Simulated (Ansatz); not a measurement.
# Rhodium, dhcp under BLYP: from relaxation to bulk modulus, part 1 of 2

What does BLYP give for rhodium in the dhcp structure? We relax it, solve it on a dense k-mesh, then scale the cell to 7 volumes from 88 to 112 % of the relaxed one and try a fit of the equation of state. Spin polarisation is left out. The k-meshes are 13×13×4 for the relaxation; 17×17×5 for the dense run; 15×15×4 for the volumes.

Program: Ansatz 0.2.0. Level of theory: DFT BLYP, plane waves (420 eV) with PAW, scalar-relativistic; the PAW data stem from PBE, with regenerated cores. These are calculated values, not measurements.

## 1. Starting point

It takes space group P6_3/mmc (No. 194, hexagonal). The conventional cell has a = 2.689 Å, b = 2.689 Å, c = 8.783 Å, α = 90.00°, β = 90.00°, γ = 120.00°. Rh (site symmetry -3m) has 12 Rh at 2.69 Å as nearest neighbours. Around Rh (site symmetry -6m2) lie 12 Rh at 2.69 Å.

As a file:

```xyz
4
Lattice="2.6892 0.0000 0.0000 -1.3446 2.3289 0.0000 0.0000 0.0000 8.7829" Properties=species:S:1:pos:R:3 pbc="T T T"
Rh    0.0000    0.0000    0.0000
Rh    0.0000    0.0000    4.3915
Rh    0.0000    1.5526    2.1957
Rh    1.3446    0.7763    6.5872
```

## 2. Relaxation of the cell

File input.yaml:

```yaml
crystal:
  lattice:
    - [2.6891940459, 0.0, 0.0]
    - [-1.3445970229, 2.3289103594, 0.0]
    - [0.0, 0.0, 8.7829077538]
  atoms:
    - { symbol: Rh, position: [0.0, 0.0, 0.0] }
    - { symbol: Rh, position: [0.0, 0.0, 0.5] }
    - { symbol: Rh, position: [0.3333333333, 0.6666666667, 0.25] }
    - { symbol: Rh, position: [0.6666666667, 0.3333333333, 0.75] }
hamiltonian:
  xc: blyp
  pseudopotentials:
    kind: paw
    azcp:
      Rh: "pseudopotentials/Rh.paw.azcp"
basis:
  ecutwfc: 420
  fft_grid_basis: typed
kpoints:
  mp_grid: { grid: [13, 13, 4], shift: [0, 0, 0] }
magnetization:
  spin_polarized: false
scf:
  occupations: { method: fermi_dirac, width: 0.1 }
relax:
  max_steps: 60
  f_tol: 0.01
  cell: {}
```

The log of the run:

```text
Warning: RAYON_NUM_THREADS=2 ignored (pool sized by the plan → 2); use --threads N
Engine: ansatz 0.2.0, aarch64-unknown-linux-gnu
Pseudopotentials: kind: paw
Pseudopotential: Rh, paw, valence charge 17, recommended cutoff 420 eV (normal), <dir>
Functional definition: BLYP
  parameter beta = 0.0042
  parameter a = 0.04918
  parameter b = 0.132
  parameter c = 0.2533
  parameter d = 0.349
  exchange = b88_x(beta = beta)
  correlation = lyp_c(a = a, b = b, c = c, d = d)
Crystal: 4 atoms, lattice volume = 55.006 Å³
Basis set: ecut = 420 eV, 1091 PW (Γ), exchange–correlation on 36×36×120 points (8 copies of the dense FFT grid, shifted against one another)
Bands: 41, of which v1, the nominal top of the filled ones, is band 34 counted from 1 (33 counted from 0)
Symmetry: 24 space group operations
Space group: P63/mmc (ITA 194), of the structure as read, at distance tolerance 3.8e-5 Å
k-points: 63 of 676
Non-local potential: Rh, projectors of the file, l = 0: 3, l = 1: 2, l = 2: 2, l = 3: 1
PAW form: soft (Blöchl's): semilocal exchange-correlation on the pseudo side does not see the compensation charge
PAW frozen core: Rh, regenerated for the run's functional, and the local potential with it (the file was generated under x = pbe(κ = 0.804, μ = 0.2195149727645171), c = pbe(β = 0.06672455060314922))
PAW one-centre angular grid: Rh, 590 points (default); XC on 64 Gauss nodes
Initial density: superposition of atomic densities (neutral atoms: chi_scale 0, normalization atom), corrected by the library's trained network
Initial wavefunctions: pseudopotential atomic-orbital guess
Functional: x = b88, c = lyp
SCF iter   1: F=—  HF=-25668.252541 eV  |F-HF|=—  |Δ(HF+E_count)|=         —  Δρ=1.76e-2  dr2=1.54e-1  ethr=1.77e-3  ⟨swp⟩=6.1  Hψ=8936  notcnv=0  defer=7
preconditioner: auto → Kerker (q_TF=auto, 2.826 Å⁻¹)  [metal: Δε(μ)=0.005 eV  Ē_g=6.520 eV  σ=0.100 eV  W_gap=0.01  n_scr=24 (ndim 8)  ℏωp=30.0 eV  f_vac=0.000  D(μ)=6.01/eV (n_scr^D=66)]
SCF iter   2: F=—  HF=-25668.223076 eV  |F-HF|=—  |Δ(HF+E_count)|=   2.95e-2  Δρ=8.34e-3  dr2=3.33e-2  ethr=2.27e-4  ⟨swp⟩=2.0  Hψ=3680  notcnv=0  defer=11
SCF iter   3: F=—  HF=-25668.217825 eV  |F-HF|=—  |Δ(HF+E_count)|=   5.25e-3  Δρ=1.97e-3  dr2=1.24e-3  ethr=4.90e-5  ⟨swp⟩=2.0  Hψ=3620  notcnv=0  defer=11
SCF iter   4: F=—  HF=-25668.218159 eV  |F-HF|=—  |Δ(HF+E_count)|=   3.35e-4  Δρ=2.93e-4  dr2=3.07e-5  ethr=1.82e-6  ⟨swp⟩=2.5  Hψ=4435  notcnv=0  defer=11
SCF iter   5: F=—  HF=-25668.218165 eV  |F-HF|=—  |Δ(HF+E_count)|=   5.49e-6  Δρ=1.13e-4  dr2=5.90e-6  ethr=4.51e-8  ⟨swp⟩=2.0  Hψ=4505  notcnv=0  defer=11
SCF iter   6: F=—  HF=-25668.218165 eV  |F-HF|=—  |Δ(HF+E_count)|=   7.11e-7  Δρ=2.79e-5  dr2=3.35e-7  ethr=8.67e-9  ⟨swp⟩=2.0  Hψ=3732  notcnv=0  defer=11
SCF iter   7: F=-25668.218165 eV  HF=-25668.218165 eV  |F-HF|=6.04e-10  |Δ(HF+E_count)|=   3.12e-8  Δρ=3.66e-6  dr2=5.49e-9  ethr=1.47e-10  ⟨swp⟩=4.0  Hψ=8430  notcnv=0
SCF 1 converged in 7 iterations: F = -25668.218165 eV  dr2 = 5.49e-9
relax step   1: F+E_penalty+E_count = -25668.21816547 eV  Δ(F+E_penalty+E_count) = +0.000e0 eV  max|allowed force component| = 2.776e-17 eV/Å  Δτ_max = 0.0000 Å  P = +20.435 GPa  Ω = 55.006 Å³  (7 SCF iters, dr2 threshold 1.00e-7 eV, accepted)
Crystal: 4 atoms, lattice volume = 63.173 Å³
Basis set: ecut = 420 eV, 1243 PW (Γ), exchange–correlation on 36×36×120 points (8 copies of the dense FFT grid, shifted against one another)
Initial density: handed on by an earlier stage of this run
Initial wavefunctions: those handed on with the density
iter 1 solved again at ethr=1.39e-4 eV; its pass at ethr=3.10e-3 eV (dr2=9.46e-2 eV) is discarded
SCF iter   1: F=—  HF=-25668.364645 eV  |F-HF|=—  |Δ(HF+E_count)|=         —  Δρ=1.25e-2  dr2=9.69e-2  ethr=1.39e-4  ⟨swp⟩=1.0  Hψ=11136  notcnv=0
preconditioner: auto → Kerker (q_TF=auto, 2.762 Å⁻¹)  [metal: Δε(μ)=0.007 eV  Ē_g=5.534 eV  σ=0.100 eV  W_gap=0.02  n_scr=26 (ndim 8)  ℏωp=28.0 eV  f_vac=0.000  D(μ)=7.63/eV (n_scr^D=108)]
SCF iter   2: F=—  HF=-25668.346800 eV  |F-HF|=—  |Δ(HF+E_count)|=   1.78e-2  Δρ=6.67e-3  dr2=2.44e-2  ethr=1.39e-4  ⟨swp⟩=1.2  Hψ=2839  notcnv=0
SCF iter   3: F=—  HF=-25668.342779 eV  |F-HF|=—  |Δ(HF+E_count)|=   4.02e-3  Δρ=1.35e-3  dr2=5.91e-4  ethr=3.59e-5  ⟨swp⟩=2.0  Hψ=3500  notcnv=0
SCF iter   4: F=—  HF=-25668.342941 eV  |F-HF|=—  |Δ(HF+E_count)|=   1.62e-4  Δρ=2.02e-4  dr2=2.20e-5  ethr=8.69e-7  ⟨swp⟩=2.6  Hψ=4508  notcnv=0
SCF iter   5: F=—  HF=-25668.342869 eV  |F-HF|=—  |Δ(HF+E_count)|=   7.27e-5  Δρ=5.44e-5  dr2=1.38e-6  ethr=3.23e-8  ⟨swp⟩=2.1  Hψ=3730  notcnv=0
SCF iter   6: F=-25668.342870 eV  HF=-25668.342870 eV  |F-HF|=3.87e-9  |Δ(HF+E_count)|=   1.24e-6  Δρ=1.70e-5  dr2=1.40e-7  ethr=5.88e-10  ⟨swp⟩=4.0  Hψ=8474  notcnv=0
SCF 2 converged in 6 iterations: F = -25668.342870 eV  dr2 = 1.40e-7
relax step   2: F+E_penalty+E_count = -25668.34286979 eV  Δ(F+E_penalty+E_count) = -1.247e-1 eV  max|allowed force component| = 1.272e-17 eV/Å  Δτ_max = 0.0000 Å  P = -10.986 GPa  Ω = 63.173 Å³  energy of the carried Pulay correction = -4.763e-3 eV  (6 SCF iters, dr2 threshold 4.00e-7 eV, accepted)
Crystal: 4 atoms, lattice volume = 60.056 Å³
Basis set: ecut = 420 eV, 1195 PW (Γ), exchange–correlation on 36×36×120 points (8 copies of the dense FFT grid, shifted against one another)
iter 1 solved again at ethr=1.97e-5 eV; its pass at ethr=3.10e-3 eV (dr2=1.34e-2 eV) is discarded
SCF iter   1: F=—  HF=-25668.478860 eV  |F-HF|=—  |Δ(HF+E_count)|=         —  Δρ=4.93e-3  dr2=1.39e-2  ethr=1.97e-5  ⟨swp⟩=1.1  Hψ=10811  notcnv=0
preconditioner: auto → Kerker (q_TF=auto, 2.785 Å⁻¹)  [metal: Δε(μ)=0.012 eV  Ē_g=5.873 eV  σ=0.100 eV  W_gap=0.03  n_scr=26 (ndim 8)  ℏωp=28.7 eV  f_vac=0.000  D(μ)=6.82/eV (n_scr^D=78)]
SCF iter   2: F=—  HF=-25668.476084 eV  |F-HF|=—  |Δ(HF+E_count)|=   2.78e-3  Δρ=2.53e-3  dr2=3.33e-3  ethr=1.97e-5  ⟨swp⟩=1.9  Hψ=3580  notcnv=0
SCF iter   3: F=—  HF=-25668.475431 eV  |F-HF|=—  |Δ(HF+E_count)|=   6.53e-4  Δρ=5.27e-4  dr2=8.01e-5  ethr=4.89e-6  ⟨swp⟩=2.0  Hψ=3551  notcnv=0
SCF iter   4: F=—  HF=-25668.475392 eV  |F-HF|=—  |Δ(HF+E_count)|=   3.88e-5  Δρ=6.57e-5  dr2=1.84e-6  ethr=1.18e-7  ⟨swp⟩=2.4  Hψ=4537  notcnv=0
iter 5 did not close the SCF: its close was put off for the readings that it lacked (scf_convergence_deferred on its scf_iter line)
SCF iter   5: F=-25668.475394 eV  HF=-25668.475393 eV  |F-HF|=5.37e-8  |Δ(HF+E_count)|=   1.46e-6  Δρ=2.04e-5  dr2=1.97e-7  ethr=2.71e-9  ⟨swp⟩=2.0  Hψ=4378  notcnv=0
SCF iter   6: F=-25668.475394 eV  HF=-25668.475394 eV  |F-HF|=8.88e-10  |Δ(HF+E_count)|=   1.04e-7  Δρ=6.01e-6  dr2=1.55e-8  ethr=2.89e-10  ⟨swp⟩=2.0  Hψ=8755  notcnv=0
SCF 3 converged in 6 iterations: F = -25668.475394 eV  dr2 = 1.55e-8
relax step   3: F+E_penalty+E_count = -25668.47539356 eV  Δ(F+E_penalty+E_count) = -1.325e-1 eV  max|allowed force component| = 3.701e-17 eV/Å  Δτ_max = 0.0000 Å  P = -1.977 GPa  Ω = 60.056 Å³  energy of the carried Pulay correction = -3.025e-3 eV  (6 SCF iters, dr2 threshold 4.00e-7 eV, accepted)
[... 13 lines left out ...]
relax step   4: F+E_penalty+E_count = -25668.47924805 eV  Δ(F+E_penalty+E_count) = -3.854e-3 eV  max|allowed force component| = 3.469e-18 eV/Å  Δτ_max = 0.0000 Å  P = -0.059 GPa  Ω = 59.505 Å³  energy of the carried Pulay correction = -2.707e-3 eV  (6 SCF iters, dr2 threshold 4.00e-7 eV, accepted)
[... 15 lines left out ...]
relax step   5: F+E_penalty+E_count = -25668.47926087 eV  Δ(F+E_penalty+E_count) = -1.283e-5 eV  max|allowed force component| = 4.510e-17 eV/Å  Δτ_max = 0.0000 Å  P = +0.001 GPa  Ω = 59.488 Å³  energy of the carried Pulay correction = -2.698e-3 eV  (7 SCF iters, accepted)
[... 10 lines left out ...]
relax step   6: F+E_penalty+E_count = -25668.48261801 eV  Δ(F+E_penalty+E_count) = -3.357e-3 eV  max|allowed force component| = 4.973e-17 eV/Å  Δτ_max = 0.0000 Å  P = +0.067 GPa  Ω = 59.488 Å³  stress off target by 6.73e-2 GPa  SCF on the basis re-selected at this cell (its energy is not comparable with the rows above)  (6 SCF iters)
[... 16 lines left out ...]
relax step   7: F+E_penalty+E_count = -25668.48261151 eV  Δ(F+E_penalty+E_count) = +6.492e-6 eV  max|allowed force component| = 9.252e-18 eV/Å  Δτ_max = 0.0000 Å  P = +0.001 GPa  Ω = 59.506 Å³  energy of the carried Pulay correction = -1.041e-5 eV  (7 SCF iters, dr2 threshold 1.13e-8 eV, accepted)
iter 1 solved again at ethr=3.56e-8 eV; its pass at ethr=3.10e-3 eV (dr2=2.42e-5 eV) is discarded
SCF iter   1: F=—  HF=-25668.482618 eV  |F-HF|=—  |Δ(HF+E_count)|=         —  Δρ=1.20e-6  dr2=2.79e-10  ethr=3.56e-8  ⟨swp⟩=3.4  Hψ=15640  notcnv=0
eigensolver tolerance schedule: the retry pair's looser diagonalisation over-reported the residual by 86871.27 of it (diagonalisation noise at 540.29 of the residual, at the tolerance the schedule requests for it); recorded, not acted on — ethr = c·dr2/N_el stays at c = 1.0e-1
SCF iter   2: F=—  HF=-25668.482620 eV  |F-HF|=—  |Δ(HF+E_count)|=   1.76e-6  Δρ=4.59e-7  dr2=3.76e-11  ethr=1.00e-12  ⟨swp⟩=3.5  Hψ=6647  notcnv=0
iter 3 did not close the SCF: its close was put off for the readings that it lacked (scf_convergence_deferred on its scf_iter line)
SCF iter   3: F=-25668.482620 eV  HF=-25668.482620 eV  |F-HF|=1.46e-11  |Δ(HF+E_count)|=  2.18e-11  Δρ=3.14e-7  dr2=1.81e-11  ethr=1.00e-12  ⟨swp⟩=1.0  Hψ=2583  notcnv=0
iter 4 did not close the SCF: its close was put off for the readings that it lacked (scf_convergence_deferred on its scf_iter line)
SCF iter   4: F=-25668.482620 eV  HF=-25668.482620 eV  |F-HF|=0.00e0  |Δ(HF+E_count)|=  2.18e-11  Δρ=2.89e-8  dr2=1.76e-13  ethr=1.00e-12  ⟨swp⟩=1.0  Hψ=2583  notcnv=0
iter 5 did not close the SCF: its close was put off for the readings that it lacked (scf_convergence_deferred on its scf_iter line)
SCF iter   5: F=-25668.482620 eV  HF=-25668.482620 eV  |F-HF|=3.64e-12  |Δ(HF+E_count)|=    0.00e0  Δρ=5.39e-9  dr2=1.44e-14  ethr=1.00e-12  ⟨swp⟩=1.0  Hψ=2583  notcnv=0
iter 6 did not close the SCF: its close was put off for the readings that it lacked (scf_convergence_deferred on its scf_iter line)
SCF iter   6: F=-25668.482620 eV  HF=-25668.482620 eV  |F-HF|=0.00e0  |Δ(HF+E_count)|=  3.64e-12  Δρ=4.93e-9  dr2=5.31e-15  ethr=1.00e-12  ⟨swp⟩=1.0  Hψ=2583  notcnv=0
SCF iter   7: F=-25668.482620 eV  HF=-25668.482620 eV  |F-HF|=3.64e-12  |Δ(HF+E_count)|=    0.00e0  Δρ=2.88e-9  dr2=2.36e-15  ethr=1.00e-12  ⟨swp⟩=1.0  Hψ=5418  notcnv=0
SCF 8 converged in 7 iterations: F = -25668.482620 eV  dr2 = 2.36e-15
relax step   8: F+E_penalty+E_count = -25668.48261987 eV  Δ(F+E_penalty+E_count) = -8.356e-6 eV  max|allowed force component| = 1.388e-17 eV/Å  Δτ_max = 0.0000 Å  P = +0.001 GPa  Ω = 59.506 Å³  stress off target by 1.13e-3 GPa  SCF on the basis re-selected at this cell (its energy is not comparable with the rows above)  (7 SCF iters)
basis re-selected at this cell: Δ(F+E_penalty+E_count) = -8.356e-6 eV, ΔP = -0.000 GPa vs the last step (what re-selecting the basis moved, of the pressure what is left beyond the Pulay correction that the steps carried, after the strain that the cell walked since its last selection, with what the two solves' SCF thresholds leave and, on support functions, any second-order correction that the steps lacked; it is no measure of the basis error at this ecutwfc). This SCF's stress stands 1.13e-3 GPa from its target on what of the cell is left free (relax.cell.stress_tol is 5.00e-2 GPa) and its largest allowed force component is 1.39e-17 eV/Å (relax.f_tol is 1.00e-2 eV/Å): within both
SCF converged after 7 iterations
Free energy (F): -25668.482620 eV
Harris-Foulkes:  -25668.482620 eV  (|F-HF|=3.64e-12)
Internal energy: -25668.259245 eV  (E = F + TS)
E sigma→0 (E₀):  -25668.370933 eV
Entropy (-TS):   -0.223374 eV (-55.844 meV/atom)
Fermi energy:    20.724837 eV
--- Per-component energies (eV) ---
  E_band       = -432.354561
  E_kinetic    = 2290.158925
  E_local      = -6657.462718  (includes V_loc(G=0)·N_el)
  E_nonlocal   = 1420.400450
  E_hartree    = 2344.145489
  E_xc         = -872.750869
  E_vxc        = -1092.471185  (∫ρ·V_xc dr)
  E_paw        = -14419.031676  (= ΣΔE_a)
  E_vpaw       = -1081.274371  (= ΣTr[D̂ρ^β])
  E_aug_tail   = 0.003363  (compensation charges beyond the density's cutoff)
  E_ewald      = -9774.074496
  E_core_change = 0.352286  (= ΣΔE_core)
  E_smearing   = -0.223374  (= −TS)
  E_closure    = -0.000000  (closes the sum)
  Σ components = -25668.482620   (vs F -25668.482620, Δ=0.00e0)
--- Forces (eV/Å), atoms counted from 1 ---
  atom   1  Rh    -0.00000000     0.00000000     0.00000000
  atom   2  Rh    -0.00000000     0.00000000    -0.00000000
  atom   3  Rh     0.00000000     0.00000000    -0.00000000
  atom   4  Rh     0.00000000    -0.00000000     0.00000000
  max |Σ_I F_I| component: 1.85e-17 eV/Å
--- Stress (GPa, compression-positive) ---
        0.001126      -0.000000      -0.000000
        0.000000       0.001126      -0.000000
       -0.000000      -0.000000      -0.000387
  P = ⅓ Tr σ = 0.0006 GPa (0.006 kbar)
--- Relaxed structure (6 steps of the walk, 6 accepted, 2 SCFs on fresh bases) ---
  F+E_penalty+E_count = -25668.48261987 eV   max|allowed force component| = 1.388e-17 eV/Å   (the final SCF, on the basis selected at the relaxed cell)
  cell:  # Å, volume = 59.5065 Å³
    - [2.761997637021878, -2.9648997723646227e-11, 0.0]
    - [-1.3809988184852622, 2.391960118868362, 0.0]
    - [0.0, 0.0, 9.007141366635562]
  atoms:
    - { symbol: Rh, position: [6.155823112827625e-35, -1.6130146292749562e-34, 4.434527521980852e-37] }
    - { symbol: Rh, position: [-1.324786349177713e-34, -1.6517786657837695e-34, 0.5000000000000001] }
    - { symbol: Rh, position: [0.33333333333333337, 0.6666666666666669, 0.25000000000000006] }
    - { symbol: Rh, position: [0.6666666666666669, 0.33333333333333337, 0.7500000000000002] }
```

Run time: 22 s. Hardware: 2 threads of Arm Neoverse V1, shared host; peak memory 0.4 GiB.

The walk, from the log:

```
step  energy change (meV/atom)  largest force (eV/Å)  pressure (GPa)  volume (Å³/atom)
   1                      0.00                0.0000           20.43            13.752
   2                    -31.18                0.0000          -10.99            15.793
   3                    -64.31                0.0000           -1.98            15.014
   4                    -65.27                0.0000           -0.06            14.876
   5                    -65.27                0.0000            0.00            14.872
   6                    -66.11                0.0000            0.07            14.872
   7                    -66.11                0.0000            0.00            14.877
   8                    -66.11                0.0000            0.00            14.877
```

Steps that repeat a cell are solved on a basis chosen anew, so their changes of energy are no gain of the relaxation.

The cell of the run, before and after:

|  | before | after | change |
| --- | --- | --- | --- |
| a (Å) | 2.689 | 2.762 | +2.7 % |
| b (Å) | 2.689 | 2.762 | +2.7 % |
| c (Å) | 8.783 | 9.007 | +2.6 % |
| volume (Å³/atom) | 13.752 | 14.877 | +8.2 % |
| shortest distance (Å) | 2.689 | 2.759 | +2.6 % |
| space group (spins left aside) | P6_3/mmc | P6_3/mmc | same |

## 3. Single point on a dense mesh

File input.yaml:

```yaml
crystal:
  lattice:
    - [2.761997637, 0.0, 0.0]
    - [-1.3809988185, 2.3919601189, 0.0]
    - [0.0, 0.0, 9.0071413666]
  atoms:
    - { symbol: Rh, position: [0.0, 1.0, 0.0] }
    - { symbol: Rh, position: [1.0, 1.0, 0.5] }
    - { symbol: Rh, position: [0.3333333333, 0.6666666667, 0.25] }
    - { symbol: Rh, position: [0.6666666667, 0.3333333333, 0.75] }
hamiltonian:
  xc: blyp
  pseudopotentials:
    kind: paw
    azcp:
      Rh: "pseudopotentials/Rh.paw.azcp"
basis:
  ecutwfc: 420
  fft_grid_basis: typed
kpoints:
  mp_grid: { grid: [17, 17, 5], shift: [0, 0, 0] }
magnetization:
  spin_polarized: false
scf:
  occupations: { method: fermi_dirac, width: 0.1 }
```

The log of the run, shortened:

```text
Warning: RAYON_NUM_THREADS=2 ignored (pool sized by the plan → 2); use --threads N
[...]
[... 3 set-up lines as earlier in the session ...]
[...]
Crystal: 4 atoms, lattice volume = 59.506 Å³
Basis set: ecut = 420 eV, 1165 PW (Γ), exchange–correlation on 40×40×128 points (8 copies of the dense FFT grid, shifted against one another)
Bands: 41, of which v1, the nominal top of the filled ones, is band 34 counted from 1 (33 counted from 0)
[... 1 set-up line as earlier in the session ...]
Space group: P63/mmc (ITA 194), of the structure as read, at distance tolerance 3.9e-5 Å
k-points: 99 of 1445
[...]
SCF iter   1: F=—  HF=-25668.507682 eV  |F-HF|=—  |Δ(HF+E_count)|=         —  Δρ=1.62e-2  dr2=1.46e-1  ethr=1.77e-3  ⟨swp⟩=5.5  Hψ=13067  notcnv=0  defer=11
[...]
SCF iter   7: F=-25668.479435 eV  HF=-25668.479435 eV  |F-HF|=1.93e-10  |Δ(HF+E_count)|=   4.73e-8  Δρ=4.49e-6  dr2=9.11e-9  ethr=1.47e-10  ⟨swp⟩=2.3  Hψ=7920  notcnv=0
[...]
SCF converged after 7 iterations
Free energy (F): -25668.479435 eV
[...]
E sigma→0 (E₀):  -25668.367613 eV
Entropy (-TS):   -0.223645 eV (-55.911 meV/atom)
Fermi energy:    20.725593 eV
[...]
```

Wall time 4 s (2 threads of Arm Neoverse V1, shared host); peak memory 0.42 GiB.

## 4. Equation of state: 88 %

Edit input.yaml of step 3 so:

```diff
@@ -2,5 +2,5 @@
   lattice:
-    - [2.761997637, 0.0, 0.0]
-    - [-1.3809988185, 2.3919601189, 0.0]
-    - [0.0, 0.0, 9.0071413666]
+    - [2.6467780646, 0.0, 0.0]
+    - [-1.3233890323, 2.2921770422, 0.0]
+    - [0.0, 0.0, 8.6313991999]
   atoms:
@@ -20,3 +20,3 @@
 kpoints:
-  mp_grid: { grid: [17, 17, 5], shift: [0, 0, 0] }
+  mp_grid: { grid: [15, 15, 4], shift: [0, 0, 0] }
 magnetization:
@@ -25 +25,4 @@
   occupations: { method: fermi_dirac, width: 0.1 }
+  lower_state_search: "off"
+output:
+  stress: true
```

The log of the run, shortened:

```text
Warning: RAYON_NUM_THREADS=2 ignored (pool sized by the plan → 2); use --threads N
[...]
[... 3 set-up lines as earlier in the session ...]
[...]
Crystal: 4 atoms, lattice volume = 52.366 Å³
Basis set: ecut = 420 eV, 1031 PW (Γ), exchange–correlation on 36×36×120 points (8 copies of the dense FFT grid, shifted against one another)
Bands: 41, of which v1, the nominal top of the filled ones, is band 34 counted from 1 (33 counted from 0)
[... 1 set-up line as earlier in the session ...]
Space group: P63/mmc (ITA 194), of the structure as read, at distance tolerance 3.7e-5 Å
k-points: 81 of 900
[...]
SCF iter   1: F=—  HF=-25667.775964 eV  |F-HF|=—  |Δ(HF+E_count)|=         —  Δρ=1.85e-2  dr2=1.57e-1  ethr=1.77e-3  ⟨swp⟩=5.8  Hψ=11414  notcnv=0  defer=9
[...]
SCF iter   7: F=-25667.741227 eV  HF=-25667.741227 eV  |F-HF|=2.28e-9  |Δ(HF+E_count)|=   5.70e-8  Δρ=5.28e-6  dr2=1.11e-8  ethr=1.47e-10  ⟨swp⟩=4.0  Hψ=10775  notcnv=0
[...]
SCF converged after 7 iterations
Free energy (F): -25667.741227 eV
[...]
E sigma→0 (E₀):  -25667.654226 eV
Entropy (-TS):   -0.174002 eV (-43.501 meV/atom)
Fermi energy:    24.364058 eV
[...]
--- Stress (GPa, compression-positive) ---
       37.608046       0.000000      -0.000000
        0.000000      37.608046      -0.000000
       -0.000000      -0.000000      38.006830
  P = ⅓ Tr σ = 37.7410 GPa (377.410 kbar)
```

It took 3.7 s on 2 threads of Arm Neoverse V1, shared host; peak memory 0.39 GiB.

(Continued in part 2 of 2.)
